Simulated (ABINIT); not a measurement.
The system is HfC.

```xyz
2
Lattice="0.0000 2.3250 2.3250 2.3250 0.0000 2.3250 2.3250 2.3250 0.0000" Properties=species:S:1:pos:R:3 pbc="T T T"
Hf    2.3250    2.3250    2.3250
C     0.0000    0.0000    0.0000
```

Base run:

* Program: ABINIT 10.8.3 (patched build)
* Functional: WC
* Potentials or basis: JTH PAW PBE v2.0
* Cutoff: 517 eV
* k mesh: 10 × 10 × 10
* Occupations: fermi-dirac, width 0.05 eV
* Spin: no spin polarisation

Its results: band gap on the k mesh none (metal or under the smearing width); pressure -5.7 GPa.

Problem. After a change of settings the same cell gave: band gap on the k mesh none (metal or under the smearing width); pressure -0.2 GPa. Which change was it?
A. functional from WC to r2SCAN; cutoff from 517 eV to 626 eV; fine-grid cutoff from 1034.03 eV to 1224.51 eV
B. functional from WC to AM05
C. functional from WC to revPBE; spin from no spin polarisation to spin-orbit coupling, no magnetisation
D. functional from WC to RPBE; spin from no spin polarisation to spin-orbit coupling, no magnetisation

Solution. A.

Caveats: the PAW data sets were made with another functional, which shifts forces and pressure a little; spin-orbit coupling is left out, which moves the levels of the heavy elements.
